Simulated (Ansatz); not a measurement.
**AlN (F-43m), frozen normal mode**

Theory: DFT PBE, scalar-relativistic, plane waves, PAW (Ansatz 0.2.0). The runs took a 420 eV cutoff, a Γ-centred 10×10×10 mesh and Gaussian smearing (0.05 eV). No spin polarisation. Energies are free energies at this smearing, counted from the undisturbed cell; pressure is positive in compression.

Zero of the scan (as given, not relaxed at this level; it stands at 4.9 GPa; this zinc-blende form isn't the usual structure):

```yaml
crystal:
  lattice:
    - [0.00000, 2.18399, 2.18399]
    - [2.18399, 0.00000, 2.18399]
    - [2.18399, 2.18399, 0.00000]
  atoms:
    - { symbol: Al, position: [0.00000, 0.00000, 0.00000] }
    - { symbol: N, position: [0.75000, 0.75000, 0.75000] }
```

A zone-centre mode of this cell is frozen in: each atom moves by x times its row below, so x is the largest displacement.
```
atom ux uy uz
 Al1  0.000  0.000  -0.519
  N2  0.000  0.000   1.000
```

```
  x (Å)  ΔE (meV/cell) force along the mode (eV/Å) pressure (GPa) gap on the mesh (eV)
-0.3000         1362.1                         8.03            28.0                  2.32
-0.1500          370.1                         4.80            11.1                  2.76
 0.0000            0.0                         0.00             4.9                  3.33
 0.0375           23.7                        -1.26             5.3                  3.18
 0.0750           94.4                        -2.50             6.5                  3.03
 0.1125          210.6                            ?             8.4                     ?
 0.1875              ?                            ?            14.5                  2.64
 0.2250          805.0                        -6.71            18.5                  2.52
 0.2625         1071.1                        -7.46            23.0                  2.42
```

By symmetry 0.3000 repeats -0.3000, -0.2250 repeats 0.2250, 0.1500 repeats -0.1500, -0.0750 repeats 0.0750 in energy, with the opposite slope along the path.

Problem. Give the withheld values.

Solution. force along the mode (eV/Å) at x (Å) = 0.1125: -3.69; gap on the mesh (eV) at x (Å) = 0.1125: 2.89; ΔE (meV/cell) at x (Å) = 0.1875: 569.6; force along the mode (eV/Å) at x (Å) = 0.1875: -5.82.